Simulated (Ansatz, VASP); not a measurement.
**One calculation of GaAs, two programs**

```xyz
2
Lattice="0.0000 2.8268 2.8268 2.8268 0.0000 2.8268 2.8268 2.8268 0.0000" Properties=species:S:1:pos:R:3 pbc="T T T"
As    4.2403    4.2403    4.2403
Ga    0.0000    0.0000    0.0000
```

Alike in both runs: task relaxation of cell and atoms; functional PBE; k mesh 8 × 8 × 8; occupations fermi-dirac, width 0.05 eV; no spin polarisation.

|  | VASP | Ansatz |
| --- | --- | --- |
| version | VASP 6.6.1 | Ansatz 0.2.0 |
| potentials or method | VASP PAW PBE potentials, release 54 (As, Ga_d) | Ansatz PAW |
| plane-wave cutoff (eV) | 600 | 420 |
| valence electrons in the cell | 18 | 28 |

```tsv
	VASP	Ansatz	Ansatz less VASP
gap on the k mesh at the Fermi level, each at its own relaxed structure (eV)	0.13	0.16	+0.035
relaxed volume (Å³/atom)	23.83	23.71	-0.122
relaxed cell length with the largest relative difference (Å)	4.070	4.063	-0.0070
energy change over the relaxation (meV/atom)	-12	-11	+1.1
```

The two sets of potentials don't hold the same shells in valence.

Caveats: the plane-wave basis is chosen anew once the cell has moved, so the energies of steps on either side of that aren't comparable (Ansatz). PBE usually gives volumes a little too large and moduli too small. Zero-point motion and thermal expansion aren't in these numbers.
